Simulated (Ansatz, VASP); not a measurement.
## Two plane-wave programs on SnS2

File INCAR:

```
SYSTEM = SnS2
PREC = Accurate
ENCUT = 520
EDIFF = 1E-6
ISMEAR = 0
SIGMA = 0.1
LREAL = .False.
LASPH = .True.
NELM = 100
ALGO = Fast
ISIF = 2
LWAVE = .False.
LCHARG = .False.
GGA = PE
NBANDS = 20
```

The input KPOINTS:

```
Automatic mesh
0
Gamma
  6 6 4
  0 0 0
```

Contents of POSCAR:

```
SnS2
1.0
    3.6743056800      0.0000000000      0.0000000000
   -1.8371528400      3.1820418800      0.0000000000
    0.0000000000      0.0000000000      6.2288317700
Sn S
1 2
Direct
    0.0000000000      0.0000000000      0.0000000000
    0.3333333400      0.6666666900      0.2346534700
    0.6666666900      0.3333333400      0.7653465300
```

Input for Ansatz:

```yaml
crystal:
  lattice:
    - [3.674306, 0.0, 0.0]
    - [-1.837153, 3.182042, 0.0]
    - [0.0, 0.0, 6.228832]
  atoms:
    - { symbol: Sn, position: [0.0, 0.0, 0.0] }
    - { symbol: S, position: [0.333333, 0.666667, 0.234653] }
    - { symbol: S, position: [0.666667, 0.333333, 0.765347] }
basis:
  ecutwfc: 420
kpoints:
  mp_grid: { grid: [6, 6, 4] }
hamiltonian:
  xc: pbe
scf:
  occupations: { method: gaussian, width: 0.1 }
output:
  forces: true
  stress: true
  eigenvalues: true
```

The cell is a database's computed one.

Alike in both runs: task single point; functional PBE; k mesh 6 × 6 × 4; occupations gaussian, width 0.1 eV; no spin polarisation.

|  | VASP | Ansatz |
| --- | --- | --- |
| version | VASP 6.6.1 | Ansatz 0.2.0 |
| potentials or method | VASP PAW PBE potentials, release 64 (Sn_d, S) | scalar-relativistic, plane waves, PAW |
| plane-wave cutoff (eV) | 520 | 420 |
| valence electrons in the cell | 26 | 26 |

VASP gave:

| Quantity | Value |
| --- | --- |
| gap on the k mesh at the Fermi level (eV) | 1.60 |
| least direct gap on the mesh (eV) | 1.89 |
| pressure (GPa) | 2.1 |
| largest component of the traceless stress (GPa) | 0.12 |
| rms of the force components (eV/Å) | 0.109 |

**Question.** What did Ansatz give for the same quantities?

**Answer.** gap on the k mesh at the Fermi level (eV): 1.61; least direct gap on the mesh (eV): 1.89; pressure (GPa): 2.2; largest component of the traceless stress (GPa): 0.09; rms of the force components (eV/Å): 0.112.

Atom by atom the forces differ by 0.003 eV/Å (rms over components). Ansatz warned: «structure_snapped_to_symmetry».

Caveats: spin-orbit coupling is left out, which moves the levels of the heavy elements; this functional lacks dispersion, which binds the layers, so the pressure and a relaxed spacing across them are unreliable. A k mesh can miss the band edges.
